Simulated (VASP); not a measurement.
# O₂, zero-field splitting by spin-spin coupling: which settings are enough?

O₂, molecule in box, 2 atoms in the cell. LDA, spin-spin zero-field splitting; PAW potentials O (LDA set). VASP 6.6.1.

Wanted: D within 1 %.

Spin moment (muB): 2.

The series start from PRECFOCK: Accurate; Cutoff (eV): 430; Vacuum (Å): 8. Each series keeps the choices made before it, and each single choice may use up half of a tolerance. Times cover all steps of a run.

## PRECFOCK

| PRECFOCK | D (MHz) | Time (s) |
|---|---|---|
| Accurate | 5.468e4 | 51 |
| Normal | 5.468e4 | 47 |
| Fast | 5.523e4 | 50 |

Chosen: Accurate; no other choice that stays within half of the tolerance saves 30 % of the time.

## Cutoff (eV)

| Cutoff (eV) | D (MHz) | Time (s) |
|---|---|---|
| 300 | 4.988e4 | 29 |
| 360 | 5.317e4 | 39 |
| 430 | 5.468e4 | 51 |
| 520 | 5.517e4 | 61 |
| 700 (reference) | 5.522e4 | 87 |

Chosen: 520, the loosest value from which every tighter one stays within half of the tolerance.

## Vacuum (Å)

| Vacuum (Å) | D (MHz) | Time (s) |
|---|---|---|
| 6 | 5.54e4 | 26 |
| 8 | 5.517e4 | 61 |
| 10 | 5.51e4 | 125 |
| 12 | 5.508e4 | 163 |
| 15 (reference) | 5.506e4 | 304 |

Chosen: 8.

## All choices together

| Input | D (MHz) | Time (s) |
|---|---|---|
| default cutoff and precision without LASPH, at the starting vacuum (naive) | 5.423e4 | 21 |
| chosen settings | 5.517e4 | 61 |
| reference settings throughout | 5.511e4 | 515 |

The tolerance is met.

## The input

INCAR.step1:
```
PREC = Accurate ; ENCUT = 520
EDIFF = 1E-6 ; NELM = 200
ALGO = Normal ; ISMEAR = 0
SIGMA = 0.01 ; LREAL = False
LASPH = True ; LMAXMIX = 4
LORBIT = 11 ; LWAVE = True
LCHARG = False ; GGA = CA
VOSKOWN = 1 ; ISYM = 0
ISPIN = 2 ; NUPDOWN = 2
MAGMOM = 1 1 ; NBANDS = 12
IBRION = 2 ; NSW = 40
EDIFFG = -0.01
```

INCAR.step2, as INCAR.step1 but for:
```
- EDIFF = 1E-6
- LWAVE = True
- ISYM = 0
- IBRION = 2
- NSW = 40
- EDIFFG = -0.01
+ EDIFF = 1E-7
+ LWAVE = False
+ ISYM = 3
+ LDMATRIX = True
+ ISTART = 1
+ PRECFOCK = Accurate
```

KPOINTS:
```
k-points
0
Gamma
  1 1 1
```

POSCAR.step1:
```
O
1.0
    8.0000000000      0.0000000000      0.0000000000
    0.0000000000      8.3000000000      0.0000000000
    0.0000000000      0.0000000000      9.8100000000
O
2
Direct
    0.5000000000      0.5000000000      0.4383282400
    0.5000000000      0.5000000000      0.5616717600
```

Commands (each step's output is kept before the next begins):
```
cat potpaw_LDA.64/O/POTCAR > POTCAR
cp INCAR.step1 INCAR
cp POSCAR.step1 POSCAR
mpirun -np 4 vasp_std > vasp.out
cp CONTCAR POSCAR
cp INCAR.step2 INCAR
mpirun -np 4 vasp_std > vasp.out
```

Limits: The spin-orbit part of D isn't included; images across the vacuum add a share that falls about as one over the box's volume.

The chosen input took VASP 6.6.1 61 s on 4 cores (Intel Xeon Platinum 8175M @ 2.50GHz (Skylake/Cascade Lake)), a shared host.
